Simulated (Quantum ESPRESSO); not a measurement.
Crystal: HfO2.

```
CELL_PARAMETERS angstrom
3.55802 0.00000 0.00000
0.00000 3.55802 0.00000
0.00000 0.00000 5.17186
ATOMIC_POSITIONS crystal
Hf 0.00000 0.00000 0.00000
Hf 0.50000 0.50000 0.50000
O 0.00000 0.50000 0.19721
O 0.50000 0.00000 0.30279
O 0.50000 0.00000 0.80279
O 0.00000 0.50000 0.69721
```

Measurements of this composition are mostly on another form, of space group No. 14.

Program: Quantum ESPRESSO 7.5. Alike in all runs: no spin polarisation; cell as given; cutoff (eV) 612; smearing fermi-dirac 0.05 eV.

Q: Order these runs on this cell by their pressure, lowest first.
A. level PBE; potentials or basis GBRV 1.5 PBE; k mesh 6 × 6 × 4, shifted
B. level LDA; potentials or basis GBRV 1.5 LDA; k mesh 8 × 8 × 5; form of the LDA correlation PZ81
C. level PBEsol; potentials or basis GBRV 1.5 PBEsol; k mesh 8 × 8 × 5
D. level BLYP; potentials or basis GBRV 1.5 PBE; k mesh 6 × 6 × 4, shifted

A: B (-6.3 GPa), C (0.0 GPa), A (8.2 GPa), D (15.6 GPa).

Caveats: the cell is more than 3 GPa from zero pressure, which shifts response properties (some runs); the potentials were made for another functional, which shifts forces and pressure (some runs).

Not every run made on this cell is shown here.
